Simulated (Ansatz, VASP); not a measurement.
# BN: VASP beside Ansatz

```
N B
1.0
     0.00000    1.81300    1.81300
     1.81300    0.00000    1.81300
     1.81300    1.81300    0.00000
N B
1 1
Direct
  0.25000 0.25000 0.25000
  0.00000 0.00000 0.00000
```

The cell is a database's computed one.

Alike in both runs: task band structure; functional B3LYP; k mesh 7 × 7 × 7; occupations fermi-dirac, width 0.05 eV; no spin polarisation.

|  | VASP | Ansatz |
| --- | --- | --- |
| version | VASP 6.6.1 | Ansatz 0.2.0 |
| potentials or method | VASP PAW PBE potentials, release 64 (N, B) | Ansatz PAW |
| plane-wave cutoff (eV) | 520 | 420 |
| valence electrons in the cell | 8 | 8 |

```tsv
	VASP	Ansatz	Ansatz less VASP
gap on the k mesh at the Fermi level (eV)	6.79	6.78	-0.005
least direct gap on the mesh (eV)	10.89	10.88	-0.006
gap along the band path (eV)	6.53	6.53	-0.004
pressure (GPa)	-2.6	-2.9	-0.25
```

Caveats: the k mesh is coarse (spacing up to 0.43 Å⁻¹), so the values aren't converged, least of all with exact exchange; the PAW data sets were made with another functional, which shifts forces and pressure a little (VASP); the mesh misses the band edges, which the band path finds closer together (VASP); the k mesh misses the band edges, so the gap on the mesh is wider than the one along the path (Ansatz); the pressure holds a Pulay correction of +1.1 GPa for the finite cutoff (Ansatz); the PAW data sets come from PBE, with cores solved anew for the run's functional, which leaves a small shift of forces and pressure (Ansatz); the thresholds are loose for stress (Ansatz).
